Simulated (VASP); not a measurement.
# How uniaxial stress along [001] changes BAs (F-43m), part 2 of 2

Wanted: the response of BAs to uniaxial stress along [001], as a table, with a fit that predicts a row left out.

VASP 6.6.1, plane waves and PAW; the level of theory is named at each step.

So far: Set-up; Relax the crystal, LDA; Strain across the axis, LDA; Band edges, HSE06.

### Step 5. All members

Hybrid runs start from orbitals of a short LDA run, not shown.

Runs beyond LDA use the data sets made with LDA; this shifts their levels slightly, and their total energies have another zero.

The other members went through these steps as far as the tables show, with the same cutoff and, step by step, the same mesh; 42 runs are not shown. The session took 0.91 core hours (wall time by ranks) on a shared machine.

```
strain along the axis (%)  strain across the axis (%)  stress along the axis, tension positive (GPa)  energy above the unstrained row (meV/atom)  gap on the mesh, LDA (eV)
                   -2.000                       0.450                                         -5.067                                       4.291                      0.753
                   -1.500                       0.332                                         -3.812                                       2.422                      0.849
                   -1.000                       0.218                                         -2.549                                       1.084                      0.945
                   -0.500                       0.107                                         -1.278                                       0.276                      1.041
                        0                       0.000                                         -0.001                                       0.000                      1.136
                    0.500                      -0.103                                          1.282                                       0.260                      1.093
                    1.000                      -0.204                                          2.569                                       1.049                      1.050
                    1.500                      -0.300                                          3.859                                       2.371                      1.008
                    2.000                      -0.394                                          5.150                                       4.222                      0.966
```

Slopes at zero strain, from cubics through all rows: strain ratio -0.211, stress over strain 256 GPa.

Band edges at HSE06, counted from the valence-band top at Γ, with one row partly withheld:

```
strain along the axis (%)  gap (eV)  conduction band at Γ (eV)  Δ or X valley along z (eV)  Δ or X valley along x (eV)  lowest conduction level at L, [111] (eV)  lowest conduction level at L, [-111] (eV)  second valence level below the top (eV)  third valence level below the top (eV)
                   -2.000     1.436                      3.904                       1.430                       1.775                                     3.569                                      3.569                                    0.250                                   0.250
                   -1.500     1.538                      3.968                       1.533                       1.789                                     3.611                                      3.611                                    0.188                                   0.188
                   -1.000     1.640                      4.032                       1.634                       1.804                                     3.648                                      3.648                                    0.125                                   0.125
                   -0.500     1.741                      4.097                       1.736                       1.820                                     3.680                                      3.680                                    0.063                                   0.063
                        0     1.842                      4.161                       1.836                       1.836                                     3.706                                      3.706                                    0.000                                   0.000
                    0.500     1.796                      4.123                           ?                       1.791                                     3.663                                      3.663                                    0.000                                   0.063
                    1.000     1.751                      4.086                       1.910                       1.746                                     3.616                                      3.616                                    0.000                                   0.126
                    1.500     1.707                      4.049                       1.946                       1.702                                     3.563                                      3.563                                    0.000                                   0.188
                    2.000     1.664                      4.013                       1.981                       1.659                                     3.505                                      3.505                                    0.000                                   0.251
```

### Step 6. A fit to the known rows

The quantity to fit is the splitting of the Δ or X valleys (z less x) at HSE06: -0.345, -0.256, -0.170, -0.084, 0.000, 0.164, 0.244, 0.322 eV in the rows shown.

A least-squares parabola through the 8 rows shown, with d the strain along the axis less the strain across it, in %: E = − 0.001248 d² + 0.1376 d − 3.95e-5 (eV), r.m.s. residual 2.5e-5 eV.

At d = 0.6033 this predicts 0.0826 eV.

### Step 7. Prediction against calculation

The calculation gives 0.0826 eV, so the prediction is right to the last digit shown.

The splitting is Ξu times d, with d as a fraction, so the linear term gives Ξu = 13.8 eV.

### Step 8. Outcome

* Poisson ratio: 0.211
* Young's modulus along the axis: 256 GPa
* gap of the unstrained cell, HSE06: 1.84 eV
* shear deformation potential Ξu of the Δ or X valleys: 13.8 eV
* error of the predicted row: 0.0 meV
* valence shear potential |b|, HSE06: 3.45 eV

In words: As a check, the curvature of the energy gives 256 GPa for the same modulus (energy per volume = E/2 × strain²), 0 % from the slope of the stress. At HSE06 the lowest conduction valley is Δ or X throughout, and the gap runs between 1.44 and 1.84 eV. Without spin-orbit coupling the three valence levels split by 3|b| times the difference of the strains; the rows within 1 % give |b| = 3.45 eV. Hole masses are left out throughout, since the top bands are degenerate or cross in many series; of conduction masses, those of the Γ, L and (for Si and Ge under (001) strain) Δ valleys are kept where they change by under an eighth between rows. A measured gap of unstrained BAs is 4.12 eV (arxiv:1911.04914, direct gap from square of absorption coefficient, average of two samples, so it belongs beside the lowest direct gap, not the least one, 300 K); the static gaps here belong to the lattice relaxed at LDA. HSE06 ran on a coarser mesh than the semilocal levels. Spin-orbit coupling is left out at HSE06, so the valence splittings there lack it. Δ or X levels are the lowest on their line, refined by a parabola unless they lie at X; the gap is read from all points sampled and can differ from the lowest valley by some meV, or by tens of meV where strain moves the valence top off Γ. Temperature, zero-point motion and excitons are left out.

[Lines on the potential files, build, host, timing and source positions are cut from VASP's logs without a mark.]

[Logs are printed without paths, hosts, clocks, repeated set-up lines and the standing remarks that a program may print on its own settings, such as how far it seeks lower states.]

[Hosts, paths, dates, database ids (printed as entryN), source tags and the programs' standing remarks are cut or masked in the printed files.]

[In band tables of VASP the shares of atoms and orbitals are scaled to a sum of 1 inside the atoms' spheres.]
